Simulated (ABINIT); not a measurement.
**Ni in ABINIT: the effect of functional**

Crystal: Ni.

```xyz
1
Lattice="0.0000 1.7376 1.7376 1.7376 0.0000 1.7376 1.7376 1.7376 0.0000" Properties=species:S:1:pos:R:3 pbc="T T T"
Ni    0.0000    0.0000    0.0000
```

Alike in all runs:

| Quantity | Value |
| --- | --- |
| Program | ABINIT 10.8.3 (patched build) |
| Task | single point |
| Potentials or basis | JTH PAW PBE v2.0 |
| Cutoff | 1333 eV |
| k mesh | 13 × 13 × 13 |
| Occupations | fermi-dirac, width 0.05 eV |
| Spin | collinear spin, ferromagnetic start |
| Starting moments | [1.0] μB |

```csv
functional,pressure (GPa)
WC,?
PBE,8.5
LDA,-9.6
PBEsol,-1.9
RPBE,14.3
BLYP,18.9
AM05,-2.7
revPBE,12.7
PW91,8.3
```

Q: What does the run with functional WC give?

A: Pressure -0.7 GPa.

Caveats: the PAW data sets were made with another functional, which shifts forces and pressure a little (some runs).
